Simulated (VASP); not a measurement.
**Elastic constants of MgO and what follows from them**

The cell as given, ahead of any relaxation:

It takes space group Fm-3m (No. 225, cubic). The conventional cell has a = 4.194 Å, b = 4.194 Å, c = 4.194 Å, α = 90.00°, β = 90.00°, γ = 90.00°. Mg (site symmetry m-3m) is surrounded by 6 O at 2.10 Å. Around O (site symmetry m-3m) lie 6 Mg at 2.10 Å.

The cell is a database's computed one, not the measured one.

Constants in GPa on the cubic axes, for the cell relaxed at the run's level, where symmetry holds the atoms; no spin polarisation, no spin-orbit coupling. Meshes are those of the run's cell of 2 atoms. Occupations: gaussian 0.05 eV (run 1). Space group Fm-3m.

| run | level | program and potentials | k mesh | cell | C11 | C12 | C44 |
| --- | --- | --- | --- | --- | --- | --- | --- |
| 1 | r2SCAN+D3(BJ) | VASP, PBE PAW files Mg, O, 600 eV (made for PBE) | 8 × 8 × 8 | relaxed, 9.08 Å³ an atom | 340.2 | 94.5 | 161.7 |

Task: Work out the bulk, shear and Young's moduli of a random polycrystal, Poisson's ratio and the anisotropy, and test the cell's stability.

Result: From the values as printed: B = (C11 + 2 C12)/3 = 176.4 GPa. Voigt: G_V = (C11 - C12 + 3 C44)/5 = 146.2; Reuss: G_R = 5 C44 (C11 - C12)/[4 C44 + 3 (C11 - C12)] = 143.5; Hill's mean, from the unrounded bounds, G = 144.9 GPa. Young's modulus E = 9BG/(3B + G) = 341.3 GPa, Poisson's ratio ν = (3B - 2G)/[2(3B + G)] = 0.178. Zener's ratio 2 C44/(C11 - C12) = 1.32, so the crystal is stiffest along ⟨111⟩ and softest along ⟨100⟩. C11 > |C12|, C11 + 2 C12 > 0 and C44 > 0 hold, so the cell is stable against small uniform strains, which says nothing of soft phonons.
